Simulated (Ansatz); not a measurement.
Input and command of a calculation in Ansatz (plane waves; scalar-relativistic PAW potentials unless the input names others):

```yaml
crystal:
  lattice:
    - [0.0, 2.9350676883, 2.9350676883]
    - [2.9350676883, 0.0, 2.9350676883]
    - [2.9350676883, 2.9350676883, 0.0]
  atoms:
    - { symbol: In, position: [0.0, 0.0, 0.0] }
    - { symbol: P, position: [0.75, 0.75, 0.75] }
basis:
  ecutwfc: 420
kpoints:
  mp_grid: { grid: [10, 10, 10] }
hamiltonian:
  xc: pbe
scf:
  occupations: { method: fixed }
  NELM: 0.3
  max_iter: 100
output:
  forces: true
  eigenvalues: true
  stress: true
```

```bash
ansatz run input.yaml --threads 1 --pin off --max-ram 3072MiB --backend cpu --events-out ev --progress --plain --runs-dir out
```

**Question.** What is wrong with this input?

**Answer.** The program refuses it, because of a keyword of another program (scf.NELM: not typed → 0.3). Without that key it is accepted.

Abridged log:
```
Error: YAML parse error: error: line 17 column 3: unknown field `NELM`, expected one of max_iter, algorithm, n_extra_bands, self_checks, convergence, lower_state_search, omitted_lower_state_checks, lower_solution_reach, mixing, occupations, eigensolver, initial_density, exx
  --> <input>:17:3
   |
15 | scf:
16 |   occupations: { method: fixed }
17 |   NELM: 0.3
   |   ^ unknown field `NELM`, expected one of max_iter, algorithm, n_extra_bands, self_checks, convergence, lower_state_search, omitted_lower_state_checks, lower_solution_reach, mixing, occupations, eigensolver, initial_density, exx
18 |   max_iter: 100
19 | output:
   |
```